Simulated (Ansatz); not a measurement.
The system is SnSe.

```
Sn Se
1.0
     0.00000    3.01000    3.01000
     3.01000    0.00000    3.01000
     3.01000    3.01000    0.00000
Sn Se
1 1
Direct
  0.00000 0.00000 0.00000
  0.50000 0.50000 0.50000
```

Measurements of this composition are mostly on another form, of space group No. 62.

Base run:

| Item | Value |
| --- | --- |
| Program | Ansatz 0.2.0 |
| Functional | HSE06 |
| Potentials or basis | all-electron PAW datasets made for the crystal |
| Cutoff | 270 eV (chosen from the basis error) |
| k mesh | 6 × 6 × 6 |
| Occupations | fermi-dirac, width 0.05 eV |
| Spin | no spin polarisation |

Its results: band gap on the k mesh 0.40 eV, direct; pressure -0.6 GPa.

Task: The run is repeated on the same cell with these changes: functional from HSE06 to PBE0. What comes out?

Result: Band gap on the k mesh 0.63 eV, direct; pressure -0.5 GPa.

Caveats: spin-orbit coupling is left out, which moves the levels of the heavy elements.

A k mesh can miss the band edges.
